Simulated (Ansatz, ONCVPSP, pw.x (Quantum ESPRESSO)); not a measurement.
## P (fcc): variants of one ONCV potential in the solid

```json
{
  "Element": "P (Z = 15)",
  "Generator": "ONCVPSP 4.0.1.1 (patched build)",
  "Type": "optimised norm-conserving Vanderbilt (ONCV)",
  "Functional": "PBE",
  "Relativity": "scalar-relativistic",
  "Frozen core": "[Ne]",
  "Valence charge": "5",
  "Reference configuration": "3s2 3p3",
  "Partial waves": "3s: rc 1.75 bohr, ncon 4, nbas 7, qcut 4.6 1/bohr, 1 projector; 3p: rc 1.40 bohr, ncon 4, nbas 9, qcut 4.9 1/bohr, 1 projector; d scattering state at 0.03 Ha: rc 1.50 bohr, ncon 5, nbas 9, qcut 7.5 1/bohr, 2 projectors, debl 3.6 Ha",
  "Local potential": "polynomial inside 1.40 bohr (lpopt 1, dvloc0 0 Ha)",
  "Core correction": "Teter function, fcfact 2.5, rcfact 1.6"
}
```

Crystal test: fcc P in pw.x 7.5, no spin, 14³ k-points, Fermi–Dirac smearing 0.01 Ry, cutoffs set for each file from its atomic test. The reference is all-electron LAPW (Ansatz 0.2.0) with the same functional, mesh and smearing; V0 and B0 come from Birch–Murnaghan fits to the pressures at five volumes. Errors are pseudo minus all-electron; Δ is the rms difference of the E(V) curves that follow from these fits, minima aligned, over ±6 % about the mean V0. Mesh and smearing are coarse, so the numbers serve the comparison and aren't converged zero-temperature values; the lattice is a test structure that the element need not adopt.

All-electron: a0 = 3.878 Å (V0 = 14.58 Å³/atom), B0 = 88.9 GPa.

| change | cutoffs (Ry) | pw.x | a0 (Å) | a0 error (%) | B0 error (%) | Δ (meV/atom) | mean pressure error (GPa) |
| --- | --- | --- | --- | --- | --- | --- | --- |
| base | 60/240 | converged | 3.866 | -0.30 | +0.2 | 2.6 | -0.76 |
| d: debl 0.6 | 60/240 | converged | 3.866 | -0.30 | +0.2 | 2.5 | -0.76 |
| local potential polynomial inside 0.90 bohr (lpopt 5, dvloc0 0 Ha) | 60/240 | converged; bound ghost | 3.848 | -0.76 | +2.6 | 6.5 | -1.98 |
| s: qcut 5.3; p: qcut 5.7; d: qcut 8.7 | 65/260 | converged | 3.867 | -0.26 | -0.0 | 2.2 | -0.67 |
| p: nproj 3 | 60/240 | converged; bound ghost | 3.867 | -0.27 | +0.3 | 2.3 | -0.68 |
| local potential polynomial inside 1.40 bohr (lpopt 1, dvloc0 -3 Ha) | 60/240 | converged | 3.864 | -0.36 | +0.2 | 3.1 | -0.92 |
